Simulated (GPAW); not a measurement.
Set up this calculation in GPAW 26.7.0, as an ASE script.

* Task: relaxation of cell and atoms
* Functional: revPBE
* Dispersion: D4
* Potentials or basis: the program's PAW data sets (release 1.2.1) made for this functional
* Cutoff: 800 eV
* Basis: pw
* k mesh: 10 × 10 × 8
* Occupations: fermi-dirac, width 0.05 eV
* Spin: no spin polarisation
* Maxiter: 150
* Optimizer: BFGS
* Fmax: 0.05 eV/Å
* Max steps: 100
* Convergence: density=1e-05 forces=0.0001

The structure of MgB2 lies in POSCAR:

```
MgB2
1.0
    3.0850000000      0.0000000000      0.0000000000
   -1.5425000000      2.6716883707      0.0000000000
    0.0000000000      0.0000000000      3.5230000000
Mg B
1 2
Direct
    0.0000000000      0.0000000000      0.0000000000
    0.6666666667      0.3333333333      0.5000000000
    0.3333333333      0.6666666667      0.5000000000
```

One way to write it, as run:

run.py

```python
from ase.calculators.mixing import SumCalculator
from ase.filters import FrechetCellFilter
from ase.io import read, write
from ase.optimize import BFGS
from dftd4.ase import DFTD4
from gpaw import GPAW, PW

atoms = read('POSCAR')

calc = GPAW(mode=PW(800),
            xc='revPBE',
            kpts={'size': (10, 10, 8), 'gamma': True},
            occupations={'name': 'fermi-dirac', 'width': 0.05},
            nbands=17,
            convergence={'density': 1e-05, 'forces': 0.0001},
            maxiter=150,
            txt='gpaw.txt')
atoms.calc = SumCalculator([calc, DFTD4(method='revpbe')])
opt = BFGS(FrechetCellFilter(atoms), trajectory='relax.traj', logfile='-')
done = opt.run(fmax=0.05, steps=100)
calc.write('gs.gpw')
write('result.traj', atoms)
print('Converged:', done)
print('Cell:', atoms.cell.cellpar().round(4))
print('Volume:', round(atoms.get_volume(), 4))
print(atoms.get_scaled_positions().round(5))
```

Potentials or basis: the program's PAW data sets (release 1.2.1) made for this functional, pw.

Launch:

```bash
$ OMP_NUM_THREADS=1 python run.py
```

Results of the run:

- Relaxed volume: 9.23 Å³/atom
- Relaxed cell: a = 3.056 Å, b = 3.056 Å, c = 3.425 Å, α = 90.00°, β = 90.00°, γ = 120.00°
- Space group after relaxing (to 0.05 Å): P6/mmm (No. 191)
- Energy gained by relaxing: 9.9 meV/atom
- Ionic steps: 6
- Pressure after relaxing: -0.3 GPa
- Band gap on the k mesh: none (metal or under the smearing width)
- Dispersion energy per atom: -0.448 eV

Caveat: later steps reuse the first step's grids; pairwise dispersion overbinds metals, which lowers pressure and volume.

It took 4.3 min on 1 thread of Intel(R) Xeon(R) Processor @ 2.70GHz, with other jobs on the host, peak memory 0.37 GiB.
